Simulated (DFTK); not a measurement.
## MgS (Niningerite) in DFTK: tuning threads

The system is MgS (Niningerite).

```
S Mg
1.0
     0.00000    2.60165    2.60165
     2.60165    0.00000    2.60165
     2.60165    2.60165    0.00000
S Mg
1 1
Cartesian
  2.6016 2.6016 2.6016
  0.0000 0.0000 0.0000
```

```yaml
Program: DFTK 0.8.2
Task: single point
Functional: PBE
Potentials_or_basis: dojo.nc.sr.pbe.v0_4_1.standard.upf (PBE)
Cutoff: 1143 eV
k_mesh: 6 × 6 × 6
Occupations: fermi-dirac, width 0.1 eV
Spin: no spin polarisation
```

These are the settings of the first run; the series varies threads, with any setting tied to it.

Hardware: Intel(R) Xeon(R) 6975P-C (Granite Rapids).

```
threads  energy less the last converged row (meV/atom)  SCF cycles  wall time (s)  peak memory (GiB)
      1                                           0.00           9             46                1.4
      2                                           0.00           9             36                1.6
      4                                           0.00           9             30                1.6
      8                                           0.00           9             28                1.6
     16                                           0.00           9             27                1.6
```

Fastest here: 16 (27 s), level within noise with 4, 8; slowest of those that converged: 1 (46 s). These are single runs, one after another on one machine, so differences under about a fifth mean little.
